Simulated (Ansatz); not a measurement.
## Relaxing ZnO in the wurtzite type

First guess:

```yaml
crystal:
  lattice:
    - [3.15886, 0.00000, 0.00000]
    - [-1.57943, 2.73565, 0.00000]
    - [0.00000, 0.00000, 5.14893]
  atoms:
    - { symbol: Zn, position: [0.33333, 0.66667, 0.00000] }
    - { symbol: Zn, position: [0.66667, 0.33333, 0.50000] }
    - { symbol: O, position: [0.33333, 0.66667, 0.37600] }
    - { symbol: O, position: [0.66667, 0.33333, 0.87600] }
```

All numbers below come from Ansatz 0.2.0, DFT, PBE, PAW with Ansatz's default frozen-core files, scalar-relativistic.

Cell and atoms relax within the symmetry of the start on a 12×12×7 k mesh with 0.08 eV Fermi–Dirac smearing.

The start is built from a prototype, known or not as a phase of this compound; the cutoff is 420 eV.

**Question.** What is the pressure of the first guess?

**Answer.** 16.59 GPa.

**Question.** What does it relax to?

**Answer.** a = 3.279 Å, b = 3.279 Å, c = 5.294 Å, α = 90.00°, β = 90.00°, γ = 120.00° (conventional cell), 12.33 Å³ per atom:
Space group P6_3mc (No. 186). a = 3.279 Å, b = 3.279 Å, c = 5.294 Å, α = 90.00°, β = 90.00°, γ = 120.00°
```json
{"atom": "Zn", "site": "2b", "symmetry": "3m.", "x": "0.3333", "y": "0.6667", "z": "0.9985"}
{"atom": "O", "site": "2b", "symmetry": "3m.", "x": "0.3333", "y": "0.6667", "z": "0.3775"}
```

**Question.** How much energy does the relaxation release?

**Answer.** 57 meV/atom.
